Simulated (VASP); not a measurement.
# WS2 in VASP: a series of runs, part 2 of 2

VASP 6.6.1.

## 6. Single point, PBE

This run uses another cell than the first one, of 37.50 Å³/atom, 1.305 times its volume.

INCAR reads:

```
ALGO     = Normal         # electronic algorithm
DIPOL    = 0.5 0.5 0.500
EDIFF    = 1E-7           # SCF threshold, eV
ENCUT    = 460            # plane-wave cutoff, eV
GGA      = PE             # functional
IDIPOL   = 3            
ISIF     = 2              # what is computed and relaxed
ISMEAR   = 0              # smearing method
LASPH    = T              # aspherical terms in the spheres
LCHARG   = F              # write CHGCAR
LDIPOL   = T            
LREAL    = F              # projectors in reciprocal space
LVACPOTAV= T            
LVHAR    = T            
LWAVE    = F              # write WAVECAR
NBANDS   = 72             # bands
NELM     = 120            # most SCF steps
PREC     = Accurate       # precision mode
SIGMA    = 0.05           # smearing width, eV
```

KPOINTS reads:

```
k-points
0
Gamma
  8 8 1
```

POSCAR reads:

```
WS2
1.0
    3.1832085601      0.0000000000      0.0000000000
   -1.5916042801      2.7567394787      0.0000000000
    0.0000000000      0.0000000000     51.2869860272
S W
8 4
Direct
    0.3333333300      0.6666666600      0.1754831137
    0.3333333300      0.6666666600      0.2362816100
    0.6666666700      0.3333333400      0.3022219153
    0.6666666700      0.3333333400      0.3630204116
    0.3333333300      0.6666666600      0.6369795884
    0.3333333300      0.6666666600      0.6977780847
    0.6666666700      0.3333333400      0.7637183900
    0.6666666700      0.3333333400      0.8245168863
    0.6666666700      0.3333333400      0.2058802020
    0.3333333300      0.6666666600      0.3326233233
    0.6666666700      0.3333333400      0.6673766767
    0.3333333300      0.6666666600      0.7941197980
```

Potentials or basis: VASP PAW PBE potentials, release 64 (S, W_sv).

Started as:

```
$ cat potpaw_PBE.64/S/POTCAR potpaw_PBE.64/W_sv/POTCAR > POTCAR
$ mpirun -np 1 vasp_std > vasp.out
```

OUTCAR:

```text
EDIFF = 1E-7
   ENCUT = 460
   GGA = PE
   ISIF = 2
   ISMEAR = 0
   LASPH = T
   LREAL = F
   NELM = 120
   PREC = Accurate

 Found     10 irreducible k-points:

 Following reciprocal coordinates:
            Coordinates               Weight
  0.000000  0.000000  0.000000      1.000000
  0.125000  0.000000  0.000000      6.000000
  0.250000  0.000000  0.000000      6.000000
  0.375000  0.000000  0.000000      6.000000
  0.500000  0.000000  0.000000      3.000000
  0.125000  0.125000  0.000000      6.000000
[... 495 lines left out ...]
 VOLUME and BASIS-vectors are now :
 -----------------------------------------------------------------------------
  energy-cutoff  :      460.00
  volume of cell :      450.06
      direct lattice vectors                 reciprocal lattice vectors
     3.183208560  0.000000000  0.000000000     0.314148439  0.181373686  0.000000000
    -1.591604280  2.756739479  0.000000000     0.000000000  0.362747372  0.000000000
     0.000000000  0.000000000 51.286986027     0.000000000  0.000000000  0.019498124

 POSITION                                       TOTAL-FORCE (eV/Angst)
 -----------------------------------------------------------------------------------
     -0.00000      1.83783      9.00000        -0.000000      0.000000     -0.275253
     -0.00000      1.83783     12.11817         0.000000     -0.000000      0.229703
      1.59160      0.91891     15.50005        -0.000000     -0.000000     -0.229656
      1.59160      0.91891     18.61822         0.000000     -0.000000      0.274855
     -0.00000      1.83783     32.66876        -0.000000      0.000000     -0.274855
     -0.00000      1.83783     35.78693         0.000000      0.000000      0.229656
      1.59160      0.91891     39.16881        -0.000000      0.000000     -0.229703
      1.59160      0.91891     42.28699        -0.000000     -0.000000      0.275253
      1.59160      0.91891     10.55898         0.000000      0.000000     -0.012474
     -0.00000      1.83783     17.05925        -0.000000     -0.000000      0.012484
      1.59160      0.91891     34.22774         0.000000      0.000000     -0.012484
     -0.00000      1.83783     40.72801        -0.000000     -0.000000      0.012474
 -----------------------------------------------------------------------------------
    total drift:                                0.000000      0.000000      0.000000

  FREE ENERGIE OF THE ION-ELECTRON SYSTEM (eV)
  ---------------------------------------------------
  free  energy   TOTEN  =       -94.6597088231 eV

  energy  without entropy=      -94.6597088231  energy(sigma->0) =      -94.65970882

 vacuum level on the upper side and lower side of the slab         5.933         5.933
```

stdout:

```text
POSCAR found type information on POSCAR S W
 POSCAR found :  2 types and      12 ions
 scaLAPACK will be used
 LDA part: xc-table for (Slater+PW92), standard interpolation
 -----------------------------------------------------------------------------
[... 32 lines left out ...]
|     Did not find any points to average over, which means that no vacuum     |
|     field-free region was found. Please increase the size of  your cell     |
|     in the dimension of the dipole correction to obtain accurate            |
|     workfunction values.                                                    |
|                                                                             |
 -----------------------------------------------------------------------------
```

Run time: 9.1 min. Hardware: 1 thread of Intel Xeon Platinum 8488C (Sapphire Rapids), shared host; peak memory 0.57 GiB.

The run converged, but some of its settings lie outside the range that counts as converged, so its numbers aren't taken as properties of the slab.

Results:

```yaml
Free_energy: -94.6597 eV
Largest_force: 0.275 eV/Å
Band_gap_on_the_k_mesh: 1.73 eV, indirect (least direct gap 2.23 eV)
Ionisation_potential_of_the_upper_face: 5.39 eV
```

Caveat: spin-orbit coupling is left out, which moves the levels of the heavy elements.

## 7. Single point, PBE

This run uses another cell than the first one, of 37.50 Å³/atom, 1.305 times its volume.

INCAR is that of step 6.

KPOINTS reads:

```
k-points
0
Gamma
  10 10 1
```

POSCAR is that of step 6.

Started as:

```
$ cat potpaw_PBE.64/S/POTCAR potpaw_PBE.64/W_sv/POTCAR > POTCAR
$ mpirun -np 1 vasp_std > vasp.out
```

Run time: 14 min. Hardware: 1 thread of Intel Xeon Platinum 8488C (Sapphire Rapids), shared host; peak memory 0.63 GiB.

These settings aren't checked as converged: the numbers below hold their error.

Results:

```yaml
Free_energy: -94.6607 eV
Largest_force: 0.275 eV/Å
Band_gap_on_the_k_mesh: 1.68 eV, indirect (least direct gap 2.13 eV)
Ionisation_potential_of_the_upper_face: 5.39 eV
```

Caveat: spin-orbit coupling is left out, which moves the levels of the heavy elements.
